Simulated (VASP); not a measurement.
# SiC (Moissanite 3C): from the relaxed cell to its vibrations

What lattice, stiffness and vibrations does SiC (Moissanite 3C) have at one level of theory? The starting structure is a measured crystal structure from the Crystallography Open Database. All runs use LDA.

Program: VASP 6.6.1. Level of theory: Kohn-Sham DFT with plane waves and PAW; LDA. Results are calculated unless marked as measured.

### Step 1. The starting structure

The structure is cubic, space group F-43m (No. 216). Conventional cell: a = 4.358 Å, b = 4.358 Å, c = 4.358 Å, α = 90.00°, β = 90.00°, γ = 90.00°. Nearest to Si lie 4 C at 1.89 Å. C has 4 Si at 1.89 Å nearest. Farther neighbours are not listed.

Coordinates:

```cif
data_structure
_symmetry_space_group_name_H-M 'P 1'
_symmetry_Int_Tables_number 1
_cell_length_a 3.0816
_cell_length_b 3.0816
_cell_length_c 3.0816
_cell_angle_alpha 60.000
_cell_angle_beta 60.000
_cell_angle_gamma 60.000
_cell_volume 20.69
loop_
_atom_site_label
_atom_site_type_symbol
_atom_site_fract_x
_atom_site_fract_y
_atom_site_fract_z
_atom_site_occupancy
Si1 Si 0.00000 0.00000 0.00000 1
C2 C 0.75000 0.75000 0.75000 1
```

### Step 2. Relaxation

This run starts from the cell of an earlier relaxation, which isn't shown; the restart sets up the plane waves anew.

Input file INCAR:

```
SYSTEM = SiC
PREC = Accurate
ENCUT = 560
EDIFF = 1E-07
NELM = 100
ISMEAR = 0
SIGMA = 0.03
LREAL = .FALSE.
ALGO = Normal
GGA = CA
NBANDS = 10
LORBIT = 11
LWAVE = .FALSE.
LCHARG = .FALSE.
KPAR = 4
IBRION = 2
NSW = 50
ISIF = 3
EDIFFG = -0.002
```

Input file POSCAR:

```
SiC
1.0
    0.0000000000      2.1654392355      2.1654392355
    2.1654392355      0.0000000000      2.1654392355
    2.1654392355      2.1654392355      0.0000000000
Si C
1 1
Direct
    0.0000000000      0.0000000000      0.0000000000
    0.7500000000      0.7500000000      0.7500000000
```

Input file KPOINTS:

```
Automatic mesh
0
Gamma
8 8 8
0 0 0
```

PAW data sets: Si and C (LDA family, release 64).

Run with:

```bash
$ mpirun -np 4 vasp_std
```

The program printed:

```text
[banner, memory and clock lines left out]
running    4 mpi-ranks, on    1 nodes
 distrk:  each k-point on    1 cores,    4 groups
 distr:  one band on    1 cores,    1 groups

 POSCAR found type information on POSCAR SiC
 POSCAR found :  2 types and       2 ions
 LDA part: xc-table for (Slater(with rela. corr.)+CA(PZ))
 , standard interpolation
 POSCAR, INCAR and KPOINTS ok, starting setup
 FFT: planning ... GRIDC
 FFT: planning ... GRID_SOFT
 FFT: planning ... GRID
 WAVECAR not read
 entering main loop
       N       E                     dE             d eps       ncg     rms          rms(c)
DAV:   1     0.450361108210E+01    0.45036E+01   -0.42555E+03   590   0.721E+02
DAV:   2    -0.180375985246E+02   -0.22541E+02   -0.21162E+02   790   0.118E+02
DAV:   3    -0.187315875799E+02   -0.69399E+00   -0.69320E+00   678   0.186E+01
DAV:   4    -0.187346806740E+02   -0.30931E-02   -0.30928E-02   676   0.159E+00
DAV:   5    -0.187346954174E+02   -0.14743E-04   -0.14743E-04   680   0.103E-01    0.926E+00
DAV:   6    -0.167383231847E+02    0.19964E+01   -0.75339E+00   608   0.132E+01    0.409E+00
DAV:   7    -0.166630489337E+02    0.75274E-01   -0.39264E-01   688   0.392E+00    0.182E+00
DAV:   8    -0.166424674220E+02    0.20582E-01   -0.27296E-02   608   0.107E+00    0.179E-01
DAV:   9    -0.166420971408E+02    0.37028E-03   -0.18209E-03   732   0.249E-01    0.946E-02
DAV:  10    -0.166421107888E+02   -0.13648E-04   -0.11019E-04   616   0.709E-02    0.317E-02
DAV:  11    -0.166421111628E+02   -0.37401E-06   -0.29475E-06   690   0.118E-02    0.134E-02
DAV:  12    -0.166421109355E+02    0.22723E-06   -0.67478E-07   608   0.425E-03    0.580E-04
DAV:  13    -0.166421109397E+02   -0.41367E-08   -0.27527E-08   310   0.114E-03
   1 F= -.16642111E+02 E0= -.16642111E+02  d E =-.166421E+02
 curvature:   0.00 expect dE= 0.000E+00 dE for cont linesearch  0.000E+00
 trial: gam= 0.00000 g(F)=  0.135E-47 g(S)=  0.115E-05 ort = 0.000E+00 (trialstep = 0.100E+01)
 search vector abs. value=  0.115E-05
 reached required accuracy - stopping structural energy minimisation
```

The job ended after 3.8 s (4 MPI ranks of AMD EPYC 7R43, shared host; peak memory 0.37 GiB).

Lines that name or quote the potential files are left out of all logs, and their timing lines are given in words.

Parts of OUTCAR (step 2):

```text
ion  position               nearest neighbor table
   1  0.000  0.000  0.000-   2 1.88   2 1.88   2 1.88   2 1.88
   2  0.750  0.750  0.750-   1 1.88   1 1.88   1 1.88   1 1.88

  LATTYP: Found a face centered cubic cell.
 ALAT       =     4.3308784710

 Subroutine GETGRP returns: Found 24 space group operations
 (whereof 24 operations were pure point group operations)

The static configuration has the point symmetry T_d .

 Found     29 irreducible k-points:

   k-points           NKPTS =     29   k-points in BZ     NKDIM =     29   number of bands    NBANDS=     10

   dimension x,y,z NGX =    24 NGY =   24 NGZ =   24
   dimension x,y,z NGXF=    48 NGYF=   48 NGZF=   48

   ENCUT  =  560.0 eV  41.16 Ry    6.42 a.u.   5.91  5.91  5.91*2*pi/ulx,y,z

   NELECT =       8.0000    total number of electrons

 k-points in reciprocal lattice and weights: Automatic mesh
   0.00000000  0.00000000  0.00000000       0.002
   0.12500000  0.00000000  0.00000000       0.016
   0.25000000  0.00000000  0.00000000       0.016
   0.37500000  0.00000000  0.00000000       0.016
   0.50000000  0.00000000  0.00000000       0.008
   0.12500000  0.12500000  0.00000000       0.012
   0.25000000  0.12500000  0.00000000       0.047
   0.37500000  0.12500000  0.00000000       0.047
   0.50000000  0.12500000  0.00000000       0.047
[...]
-0.37500000  0.50000000  0.12500000       0.023
  -0.25000000  0.50000000  0.25000000       0.012

 average (electrostatic) potential at core
       1 -81.6708       2 -48.7616

 E-fermi :   8.4162

 k-point     1 :       0.0000    0.0000    0.0000
  band No.  band energies     occupation
      1      -7.1865      2.00000
      2       8.2768      2.00000
      3       8.2768      2.00000
      4       8.2768      2.00000
      5      14.7893      0.00000
      6      15.5979      0.00000
      7      15.5979      0.00000
      8      15.5979      0.00000
      9      22.8449      0.00000
    ...

 k-point     2 :       0.1250    0.0000    0.0000
  band No.  band energies     occupation
      1      -6.8762      2.00000
      2       6.8012      2.00000
      3       8.0741      2.00000
      4       8.0741      2.00000
      5      14.9073      0.00000
      6      15.9513      0.00000
      7      15.9513      0.00000
      8      16.2062      0.00000
      9      21.5888      0.00000
    ...

 k-point     3 :       0.2500    0.0000    0.0000
  band No.  band energies     occupation
      1      -5.9670      2.00000
      2       3.9731      2.00000
      3       7.6663      2.00000
      4       7.6663      2.00000
      5      14.3843      0.00000
      6      16.1900      0.00000
      7      16.1900      0.00000
      8      17.6967      0.00000
      9      21.4146      0.00000
    ...

  Total        0.0039885      0.0039885      0.0039885      0.0000000      0.0000000      0.0000000
  in kB        0.3146708      0.3146708      0.3146708      0.0000000      0.0000000      0.0000000
  external PRESSURE =       0.3146708 kB  Pullay stress =       0.0000000 kB

  energy-cutoff  :      560.00
  volume of cell :       20.31
      direct lattice vectors                 reciprocal lattice vectors
     0.000000000  2.165439236  2.165439236    -0.230900037  0.230900037  0.230900037
     2.165439236  0.000000000  2.165439236     0.230900037 -0.230900037  0.230900037
     2.165439236  2.165439236  0.000000000     0.230900037  0.230900037 -0.230900037

 POSITION                                       TOTAL-FORCE (eV/Angst)
 -----------------------------------------------------------------------------------
      0.00000      0.00000      0.00000        -0.000000     -0.000000     -0.000000
      3.24816      3.24816      3.24816         0.000000      0.000000      0.000000
 -----------------------------------------------------------------------------------
    total drift:                               -0.000000     -0.000000     -0.000000

  FREE ENERGIE OF THE ION-ELECTRON SYSTEM (eV)
  ---------------------------------------------------
  free  energy   TOTEN  =       -16.6421109397 eV

  energy  without entropy=      -16.6421109397  energy(sigma->0) =      -16.64211094

 reached required accuracy - stopping structural energy minimisation

 total charge
# of ion       s       p       d       tot
------------------------------------------
    1        0.714   0.997   0.000   1.711
    2        0.829   1.729   0.000   2.558
--------------------------------------------------
tot          1.543   2.725   0.000   4.269

[... 3 further parts left out ...]
```

CONTCAR:

```
SiC
   1.00000000000000
     0.0000000000000000    2.1654392355000001    2.1654392355000001
     2.1654392355000001    0.0000000000000000    2.1654392355000001
     2.1654392355000001    2.1654392355000001    0.0000000000000000
  Si              C
     1     1
Direct
     0.0000000000000000    0.0000000000000000    0.0000000000000000
     0.7500000000000000    0.7500000000000000    0.7500000000000000
```

The run keeps the 24 symmetry operations of its start, so it cannot find a distortion of lower symmetry.

The relaxed cell holds 10.154 Å³ an atom, with a = 4.331 Å (-0.6 % against the database cell). Pressures at 0.985 and 1.015 times this volume, from two more relaxations that aren't shown, give a bulk modulus of 229.0 GPa.

### Step 3. Elastic constants

Input file INCAR:

```
SYSTEM = SiC
PREC = Accurate
ENCUT = 800
EDIFF = 1E-08
NELM = 100
ISMEAR = 0
SIGMA = 0.03
LREAL = .FALSE.
ALGO = Normal
GGA = CA
NBANDS = 10
LORBIT = 11
LWAVE = .FALSE.
LCHARG = .FALSE.
KPAR = 4
IBRION = 6
NFREE = 2
POTIM = 0.015
ISIF = 3
NSW = 1
```

POSCAR is that of step 2.

Input file KPOINTS:

```
Automatic mesh
0
Gamma
10 10 10
0 0 0
```

Run with:

```bash
$ mpirun -np 4 vasp_std
```

The program printed:

```text
[... set-up lines as in an earlier step ...]
 entering main loop
       N       E                     dE             d eps       ncg     rms          rms(c)
DAV:   1     0.870098139587E+01    0.87010E+01   -0.53553E+03   972   0.984E+02
DAV:   2    -0.178688338326E+02   -0.26570E+02   -0.24905E+02  1232   0.135E+02
DAV:   3    -0.187370716584E+02   -0.86824E+00   -0.86611E+00  1094   0.215E+01
DAV:   4    -0.187412480932E+02   -0.41764E-02   -0.41760E-02  1086   0.183E+00
[...]
DAV:  11    -0.166504350251E+02   -0.41560E-06   -0.31625E-06  1116   0.121E-02    0.132E-02
DAV:  12    -0.166504347943E+02    0.23079E-06   -0.68322E-07   968   0.429E-03    0.593E-04
DAV:  13    -0.166504347931E+02    0.12164E-08   -0.29197E-08  1040   0.115E-03
   1 F= -.16650435E+02 E0= -.16650435E+02  d E =-.888021E-14
[... from here on, the cycles between the ionic steps are left out ...]
   2 F= -.16644677E+02 E0= -.16644677E+02  d E =-.271926E-12
   3 F= -.16644677E+02 E0= -.16644677E+02  d E =-.245936E-26
   4 F= -.16644677E+02 E0= -.16644677E+02  d E =-.272004E-12
   5 F= -.16644677E+02 E0= -.16644677E+02  d E =-.245751E-26
   6 F= -.16644677E+02 E0= -.16644677E+02  d E =-.272093E-12
   7 F= -.16644677E+02 E0= -.16644677E+02  d E =-.245712E-26
   8 F= -.16646395E+02 E0= -.16646395E+02  d E =-.228372E-28
   9 F= -.16646395E+02 E0= -.16646395E+02  d E =-.231557E-28
  10 F= -.16646395E+02 E0= -.16646395E+02  d E =-.231573E-28
  11 F= -.16646395E+02 E0= -.16646395E+02  d E =-.231525E-28
  12 F= -.16646395E+02 E0= -.16646395E+02  d E =-.231587E-28
  13 F= -.16646395E+02 E0= -.16646395E+02  d E =-.231875E-28
  14 F= -.16648225E+02 E0= -.16648225E+02  d E =-.191557E-22
  15 F= -.16648225E+02 E0= -.16648225E+02  d E =-.191765E-22
  16 F= -.16648225E+02 E0= -.16648225E+02  d E =-.191896E-22
  17 F= -.16648225E+02 E0= -.16648225E+02  d E =-.191695E-22
 Finite differences progress:
  Degree of freedom:   8/  8
  Displacement:        2/  2
  Total:              16/ 16
```

The job ended after 2.6 min (4 MPI ranks; peak memory 1.1 GiB).

OUTCAR, selected parts (step 3):

```text
  Total       -0.0023372      0.0032342      0.0032342      0.0000000     -0.1301982      0.0000000
  in kB       -0.1843867      0.2551611      0.2551611      0.0000000    -10.2718267      0.0000000
  external PRESSURE =       0.1086452 kB  Pullay stress =       0.0000000 kB

 POSITION                                       TOTAL-FORCE (eV/Angst)
 -----------------------------------------------------------------------------------
      0.00000      0.00000      0.00000        -0.294595      0.000000      0.000000
      3.23316      3.24816      3.24816         0.294595     -0.000000     -0.000000
 -----------------------------------------------------------------------------------
    total drift:                               -0.000027      0.000000      0.000000

  FREE ENERGIE OF THE ION-ELECTRON SYSTEM (eV)
  ---------------------------------------------------
  free  energy   TOTEN  =       -16.6482250429 eV

  energy  without entropy=      -16.6482250429  energy(sigma->0) =      -16.64822504

[... 3 further parts left out ...]
[key lines of the parts left out:]
E-fermi :   8.5370
```

The last energy, forces and stress in OUTCAR belong to the last displaced cell, not to that of POSCAR.

The elastic tensor has C11 = 403.7, C12 = 142.5, C44 = 253.2 GPa; its Hill averages are a bulk modulus of 229.6 and a shear modulus of 194.1 GPa.

### Step 4. Modes of the relaxed cell

Input file INCAR:

```
SYSTEM = SiC
PREC = Accurate
ENCUT = 560
EDIFF = 1E-08
NELM = 100
ISMEAR = 0
SIGMA = 0.03
LREAL = .FALSE.
ALGO = Normal
GGA = CA
NBANDS = 10
LORBIT = 11
LWAVE = .FALSE.
LCHARG = .FALSE.
KPAR = 4
IBRION = 8
LEPSILON = .TRUE.
LPEAD = .TRUE.
ISIF = 2
```

POSCAR is that of step 3.

Input file KPOINTS:

```
Automatic mesh
0
Gamma
16 16 16
0 0 0
```

Run with:

```bash
$ mpirun -np 4 vasp_std
```

The program printed:

```text
[... set-up lines as in an earlier step ...]
 entering main loop
       N       E                     dE             d eps       ncg     rms          rms(c)
DAV:   1     0.249642514087E+01    0.24964E+01   -0.42505E+03  3012   0.724E+02
DAV:   2    -0.181149939284E+02   -0.20611E+02   -0.19694E+02  3822   0.115E+02
DAV:   3    -0.187321888643E+02   -0.61719E+00   -0.61631E+00  3450   0.175E+01
DAV:   4    -0.187348740955E+02   -0.26852E-02   -0.26850E-02  3368   0.143E+00
[...]
DAV:  11    -0.166433856872E+02   -0.31749E-06   -0.31190E-06  3480   0.120E-02    0.132E-02
DAV:  12    -0.166433854641E+02    0.22307E-06   -0.66301E-07  3026   0.423E-03    0.591E-04
DAV:  13    -0.166433854681E+02   -0.39914E-08   -0.29344E-08  3194   0.114E-03
   1 F= -.16643385E+02 E0= -.16643385E+02  d E =-.407770E-14
 Linear response reoptimize wavefunctions to high precision
DAV:   1    -0.166433854711E+02   -0.29405E-08   -0.39800E-10  2068   0.145E-04
DAV:   2    -0.166433854711E+02    0.31832E-11   -0.14065E-11  1548   0.329E-05
 Linear response to external field (no local field effect), progress :
[...]
RMM:  10    -0.143190993562E-01    0.70221E-08   -0.24011E-08 20411   0.522E-06    0.106E-06
 first order change of Fermi-energy   0.27962E-04
 force on displaced ion       1 direction 1 : -19.630  -0.000  -0.000
 Born effective charge ion    1 direction 1 :   2.713   0.000   0.000
 Linear response progress:
  Degree of freedom:   2/  2
       N       E                     dE             d eps       ncg     rms          rms(c)
RMM:   1    -0.126596340005E+00   -0.12660E+00    0.55014E-02 27428   0.208E+00
RMM:   2    -0.123509338312E+00    0.30870E-02   -0.25619E-03 18999   0.408E-01    0.208E-01
RMM:   3    -0.123518183947E+00   -0.88456E-05   -0.79872E-04 18671   0.175E-01    0.103E-01
RMM:   4    -0.124567695378E+00   -0.10495E-02   -0.61347E-04 18832   0.146E-01    0.187E-02
[...]
RMM:   9    -0.124550007124E+00    0.60498E-07    0.24306E-08 21583   0.292E-05    0.332E-06
RMM:  10    -0.124550026822E+00   -0.19699E-07    0.10589E-08 21083   0.908E-06    0.185E-06
RMM:  11    -0.124550024850E+00    0.19719E-08   -0.55487E-09 16692   0.657E-06    0.162E-07
 first order change of Fermi-energy   0.65847E-04
 force on displaced ion       2 direction 1 : -19.627   0.000   0.000
 Born effective charge ion    2 direction 1 :  -2.713   0.000   0.000
 Born effective charges drift removed
 Linear response finished
```

The job ended after 4.1 min (4 MPI ranks; peak memory 2.1 GiB).

OUTCAR, selected parts (step 4):

```text
  Total        0.0030048      0.0030048      0.0030048      0.0000000      0.0000000     -0.0000000
  in kB        0.2370598      0.2370598      0.2370598      0.0000000      0.0000000     -0.0000000
  external PRESSURE =       0.2370598 kB  Pullay stress =       0.0000000 kB

 MACROSCOPIC STATIC DIELECTRIC TENSOR (including local field effects in DFT)
 ------------------------------------------------------
           6.934884     0.000000     0.000000
           0.000000     6.934884     0.000000
          -0.000000     0.000000     6.934884
 ------------------------------------------------------

 MACROSCOPIC STATIC DIELECTRIC TENSOR IONIC CONTRIBUTION
 ------------------------------------------------------
           3.342972     0.000000     0.000000
           0.000000     3.342972     0.000000
           0.000000     0.000000     3.342972
 ------------------------------------------------------

[... 2 parts as in an earlier step ...]

[... 1 further part left out ...]
```

The zone-centre modes at 10.154 Å³ an atom are T2 796.5 cm⁻¹.

### Step 5. Modes at 0.97 of that volume

Shape and positions were first relaxed at this volume, in a run that isn't shown.

INCAR is that of step 4.

Input file POSCAR:

```
SiC
1.0
    0.0000000000      2.1435646163      2.1435646163
    2.1435646163      0.0000000000      2.1435646163
    2.1435646163      2.1435646163      0.0000000000
Si C
1 1
Direct
    0.0000000000      0.0000000000      0.0000000000
    0.7500000000      0.7500000000      0.7500000000
```

KPOINTS is that of step 4.

Run with:

```bash
$ mpirun -np 4 vasp_std
```

The program printed:

```text
[... set-up lines as in an earlier step ...]
 entering main loop
       N       E                     dE             d eps       ncg     rms          rms(c)
DAV:   1     0.269255992792E+01    0.26926E+01   -0.42123E+03  3014   0.717E+02
DAV:   2    -0.181895560823E+02   -0.20882E+02   -0.19788E+02  3808   0.116E+02
DAV:   3    -0.188148593517E+02   -0.62530E+00   -0.62403E+00  3400   0.175E+01
DAV:   4    -0.188176059908E+02   -0.27466E-02   -0.27464E-02  3352   0.145E+00
[...]
DAV:  11    -0.166290385302E+02   -0.39659E-06   -0.23821E-06  3494   0.111E-02    0.144E-02
DAV:  12    -0.166290383092E+02    0.22098E-06   -0.68593E-07  3008   0.427E-03    0.587E-04
DAV:  13    -0.166290383131E+02   -0.39468E-08   -0.31772E-08  3216   0.122E-03
   1 F= -.16629038E+02 E0= -.16629038E+02  d E =-.160614E-14
 Linear response reoptimize wavefunctions to high precision
DAV:   1    -0.166290383159E+02   -0.27267E-08   -0.33688E-10  1946   0.137E-04
DAV:   2    -0.166290383159E+02    0.90949E-12   -0.13165E-11  1516   0.324E-05
 Linear response to external field (no local field effect), progress :
[...]
RMM:  10    -0.144334289671E-01    0.77832E-08    0.16115E-08 20290   0.381E-06    0.107E-06
 first order change of Fermi-energy   0.23008E-04
 force on displaced ion       1 direction 1 : -21.028   0.000   0.000
 Born effective charge ion    1 direction 1 :   2.734   0.000   0.000
 Linear response progress:
  Degree of freedom:   2/  2
       N       E                     dE             d eps       ncg     rms          rms(c)
RMM:   1    -0.127820683208E+00   -0.12782E+00    0.53316E-02 27424   0.209E+00
RMM:   2    -0.124624990754E+00    0.31957E-02   -0.26060E-03 19003   0.411E-01    0.218E-01
RMM:   3    -0.124571040104E+00    0.53951E-04   -0.86762E-04 18601   0.183E-01    0.107E-01
RMM:   4    -0.125665392207E+00   -0.10944E-02   -0.66451E-04 18801   0.154E-01    0.190E-02
[...]
RMM:   9    -0.125652169433E+00    0.60620E-07    0.17924E-08 21525   0.265E-05    0.333E-06
RMM:  10    -0.125652190586E+00   -0.21154E-07    0.65720E-09 21029   0.629E-06    0.188E-06
RMM:  11    -0.125652188442E+00    0.21439E-08   -0.99081E-09 16512   0.378E-06    0.157E-07
 first order change of Fermi-energy   0.67177E-04
 force on displaced ion       2 direction 1 : -21.027  -0.000  -0.000
 Born effective charge ion    2 direction 1 :  -2.735   0.000   0.000
 Born effective charges drift removed
 Linear response finished
```

Run time: 4.6 min. Hardware: 4 MPI ranks; peak memory 2.1 GiB.

[end of part 1 of 2]

[Lines on the potential files, build, host, timing and source positions are cut from VASP's logs without a mark.]

[Logs are printed without paths, hosts, clocks, repeated set-up lines and the standing remarks that a program may print on its own settings, such as how far it seeks lower states.]

[Hosts, paths, dates, database ids (printed as entryN), source tags and the programs' standing remarks are cut or masked in the printed files.]
